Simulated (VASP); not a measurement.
# Mg (P6_3/mmc) in VASP: a series of runs, part 2 of 2

VASP 6.6.1. The steps go on from the part before.

### 3 Density of states, PBE

File POSCAR:

```
Mg
1.0
    3.2092715325      0.0000000000      0.0000000000
   -1.6046357662      2.7793106748      0.0000000000
    0.0000000000      0.0000000000      5.2103300000
Mg
2
Direct
    0.3333333333      0.6666666667      0.2500000000
    0.6666666667      0.3333333333      0.7500000000
```

File INCAR.step1:

```
ALGO = Normal
EDIFF = 1E-6
ENCUT = 520
GGA = PE
ISIF = 2
ISMEAR = -1
LASPH = T
LCHARG = T
LREAL = F
LWAVE = F
NBANDS = 9
NELM = 100
PREC = Accurate
SIGMA = 0.05
```

File KPOINTS.step1:

```
k-points
0
Gamma
  12 12 7
```

File INCAR.step2:

```
ALGO = Normal
EDIFF = 1E-6
ENCUT = 520
GGA = PE
ICHARG = 11
ISIF = 2
ISMEAR = -5
LASPH = T
LCHARG = F
LORBIT = 11
LREAL = F
LWAVE = F
NEDOS = 2001
NELM = 100
PREC = Accurate
SIGMA = 0.05
```

File KPOINTS.step2:

```
k-points
0
Gamma
  18 18 11
```

Potentials or basis: VASP PAW PBE potentials, release 64 (Mg).

Run with:

```console
$ cat potpaw_PBE.64/Mg/POTCAR > POTCAR
$ cp INCAR.step1 INCAR
$ cp KPOINTS.step1 KPOINTS
$ mpirun -np 1 vasp_std > vasp.out
$ cp INCAR.step2 INCAR
$ cp KPOINTS.step2 KPOINTS
$ mpirun -np 1 vasp_std > vasp.out
```

OUTCAR:

```text
EDIFF = 1E-6
   ENCUT = 520
   GGA = PE
   ICHARG = 11
   ISIF = 2
   ISMEAR = -5
   LASPH = T
   LORBIT = 11
   LREAL = F
   NELM = 100
   PREC = Accurate

 ion  position               nearest neighbor table
   1  0.333  0.667  0.250-   2 3.20   2 3.20   2 3.20   2 3.20   2 3.20   2 3.20
   2  0.667  0.333  0.750-   1 3.20   1 3.20   1 3.20   1 3.20   1 3.20   1 3.20

  LATTYP: Found a hexagonal cell.
 ALAT       =     3.2092715325
 C/A-ratio  =     1.6235242008

  Lattice vectors:

 A1 = (   3.2092715325,   0.0000000000,   0.0000000000)
 A2 = (  -1.6046357662,   2.7793106748,   0.0000000000)
 A3 = (   0.0000000000,   0.0000000000,   5.2103300000)

Analysis of symmetry for initial positions (statically):
=====================================================================
 Subroutine PRICEL returns:
 Original cell was already a primitive cell.

 Routine SETGRP: Setting up the symmetry group for a
 hexagonal supercell.

 Subroutine GETGRP returns: Found 24 space group operations
 (whereof 12 operations were pure point group operations)
 out of a pool of 24 trial point group operations.

[... 178 lines left out ...]
      3       1.3283      2.00000
      4      13.4393      0.00000
      5      13.4790      0.00000
      6      13.5287      0.00000
[... 199 lines left out ...]
 k-point    24 :       0.3889    0.1111    0.0000
  band No.  band energies     occupation
      1      -0.3530      2.00000
      2       1.6846      2.09667
      3       4.6034      0.00000
      4       5.1817      0.00000
      5       6.5162      0.00000
      6       6.6402      0.00000

 [... further k-points ...]

------------------------ aborting loop because EDIFF is reached ----------------------------------------

  FORCE on cell =-STRESS in cart. coord.  units (eV):
  Direction    XX          YY          ZZ          XY          YZ          ZX
  --------------------------------------------------------------------------------------
  -------------------------------------------------------------------------------------
  Total       -0.1743023     -0.1743023     -0.2315774     -0.0000000     -0.0000000      0.0000000
  in kB       -6.0090374     -6.0090374     -7.9835863     -0.0000000     -0.0000000      0.0000000
  external PRESSURE =      -6.6672204 kB  Pullay stress =       0.0000000 kB

 VOLUME and BASIS-vectors are now :
 -----------------------------------------------------------------------------
  energy-cutoff  :      520.00
  volume of cell :       46.47
      direct lattice vectors                 reciprocal lattice vectors
     3.209271532  0.000000000  0.000000000     0.311597193  0.179900723  0.000000000
    -1.604635766  2.779310675  0.000000000     0.000000000  0.359801446  0.000000000
     0.000000000  0.000000000  5.210330000     0.000000000  0.000000000  0.191926423

 POSITION                                       TOTAL-FORCE (eV/Angst)
 -----------------------------------------------------------------------------------
     -0.00000      1.85287      1.30258        -0.000000      0.000000      0.000000
      1.60464      0.92644      3.90775         0.000000     -0.000000      0.000000
 -----------------------------------------------------------------------------------
    total drift:                                0.000000     -0.000000      0.000000

  FREE ENERGIE OF THE ION-ELECTRON SYSTEM (eV)
  ---------------------------------------------------
  free  energy   TOTEN  =        -3.0112070195 eV

  energy  without entropy=       -3.0112070195  energy(sigma->0) =       -3.01120702

 total charge

# of ion       s       p       d       tot
------------------------------------------
    1        0.206   0.126   0.011   0.342
    2        0.206   0.126   0.011   0.342
--------------------------------------------------
tot          0.412   0.251   0.022   0.685
```

OUTCAR.step1:

```text
EDIFF = 1E-6
   ENCUT = 520
   GGA = PE
   ISIF = 2
   ISMEAR = -1
[... 513 lines left out ...]
 -----------------------------------------------------------------------------------
     -0.00000      1.85287      1.30258        -0.000000     -0.000000      0.000000
      1.60464      0.92644      3.90775         0.000000      0.000000      0.000000
 -----------------------------------------------------------------------------------
    total drift:                                0.000000     -0.000000      0.000000

  FREE ENERGIE OF THE ION-ELECTRON SYSTEM (eV)
  ---------------------------------------------------
  free  energy   TOTEN  =        -3.0147343062 eV

  energy  without entropy=       -3.0072467778  energy(sigma->0) =       -3.01099054
```

OSZICAR.step1:

```text
N       E                     dE             d eps       ncg     rms          rms(c)
DAV:   1    -0.299340478456E+00   -0.29934E+00   -0.13144E+03  1368   0.316E+02
DAV:   2    -0.297933735606E+01   -0.26800E+01   -0.25955E+01  1838   0.275E+01
DAV:   3    -0.302809317548E+01   -0.48756E-01   -0.47897E-01  1818   0.284E+00
DAV:   4    -0.302823689541E+01   -0.14372E-03   -0.14370E-03  1728   0.155E-01
DAV:   5    -0.302823752737E+01   -0.63196E-06   -0.63218E-06  1677   0.101E-02    0.966E-01
DAV:   6    -0.302223701534E+01    0.60005E-02   -0.65004E-04  1610   0.198E-01    0.619E-01
DAV:   7    -0.301472297203E+01    0.75140E-02   -0.25352E-03  1431   0.344E-01    0.345E-02
DAV:   8    -0.301473599383E+01   -0.13022E-04   -0.16692E-05  1942   0.244E-02    0.774E-03
DAV:   9    -0.301473455239E+01    0.14414E-05   -0.12720E-06  1488   0.540E-03    0.616E-04
DAV:  10    -0.301473430620E+01    0.24619E-06   -0.55134E-09   808   0.450E-04
   1 F= -.30147343E+01 E0= -.30109905E+01  d E =-.748753E-02
```

Run time: 26 s. Hardware: 1 thread of Intel Xeon Platinum 8488C (Sapphire Rapids), shared host; peak memory 0.2 GiB.

What came out:

* Valence electrons inside the program's atomic spheres: Mg 0.34

States per cell in windows of 0.5 eV (zero at the Fermi level; states under -7 eV left out):
```
from (eV)  total  Mg1_p  Mg2_p  Mg1_s  Mg2_s  Mg1_d  Mg2_d
     -7.0   0.05   0.00   0.00   0.00   0.00   0.00   0.00
     -6.5   0.12   0.00   0.00   0.01   0.01   0.00   0.00
     -6.0   0.18   0.00   0.00   0.01   0.01   0.00   0.00
     -5.5   0.20   0.00   0.00   0.01   0.01   0.00   0.00
     -5.0   0.23   0.00   0.00   0.02   0.02   0.00   0.00
     -4.5   0.28   0.01   0.01   0.02   0.02   0.00   0.00
     -4.0   0.28   0.01   0.01   0.02   0.02   0.00   0.00
     -3.5   0.31   0.01   0.01   0.02   0.02   0.00   0.00
     -3.0   0.33   0.01   0.01   0.02   0.02   0.00   0.00
     -2.5   0.40   0.01   0.01   0.02   0.02   0.00   0.00
     -2.0   0.38   0.02   0.02   0.01   0.01   0.00   0.00
     -1.5   0.44   0.02   0.02   0.01   0.01   0.00   0.00
     -1.0   0.43   0.02   0.02   0.01   0.01   0.00   0.00
     -0.5   0.37   0.02   0.02   0.01   0.01   0.00   0.00
      0.0   0.37   0.01   0.01   0.02   0.02   0.00   0.00
      0.5   0.55   0.02   0.02   0.02   0.02   0.01   0.01
      1.0   0.49   0.02   0.02   0.02   0.02   0.01   0.01
      1.5   0.44   0.02   0.02   0.01   0.01   0.01   0.01
      2.0   0.56   0.02   0.02   0.02   0.02   0.01   0.01
      2.5   0.54   0.02   0.02   0.02   0.02   0.01   0.01
      3.0   0.52   0.02   0.02   0.02   0.02   0.01   0.01
      3.5   0.57   0.03   0.03   0.02   0.02   0.01   0.01
      4.0   0.58   0.03   0.03   0.02   0.02   0.01   0.01
      4.5   0.56   0.03   0.03   0.01   0.01   0.01   0.01
      5.0   0.47   0.02   0.02   0.01   0.01   0.01   0.01
      5.5   0.51   0.03   0.03   0.01   0.01   0.01   0.01
      6.0   0.39   0.02   0.02   0.01   0.01   0.01   0.01
      6.5   0.35   0.02   0.02   0.01   0.01   0.01   0.01
      7.0   0.33   0.02   0.02   0.00   0.00   0.01   0.01
      7.5   0.21   0.01   0.01   0.00   0.00   0.01   0.01
```

Caveat: tetrahedron occupations give inexact forces and stress in metals.
